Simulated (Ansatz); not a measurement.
TiAl3 in Ansatz: the effect of functional

TiAl3:

```
CELL_PARAMETERS angstrom
-1.87209 1.87209 4.19328
1.87209 -1.87209 4.19328
1.87209 1.87209 -4.19328
ATOMIC_POSITIONS crystal
Ti 0.00000 0.00000 0.00000
Al 0.25000 0.75000 0.50000
Al 0.75000 0.25000 0.50000
Al 0.50000 0.50000 0.00000
```

The cell comes from a database or a generator and needn't be the stable form of this composition.

The cell isn't the ideal one: volume scaled by 0.94.

Alike in all runs:

```yaml
Program: Ansatz 0.2.0
Task: single point
Potentials_or_basis: Ansatz PAW
k_mesh: 10 × 10 × 10
Occupations: fermi-dirac, width 0.05 eV
Spin: no spin polarisation
```

| functional | cutoff | pressure (GPa) |
| --- | --- | --- |
| LDA | 420 eV (not typed: the program's choice for these potentials) | 3.7 |
| PBEsol | 420 eV (not typed: the program's choice for these potentials) | ? |
| r2SCAN | 500 eV (not typed: the program's choice for these potentials) | 8.2 |

**Question.** What does the run with functional PBEsol give?

**Answer.** Pressure 7.2 GPa.

Caveats: the PAW data sets come from PBE, with cores solved anew for the run's functional, which leaves a small shift of forces and pressure.
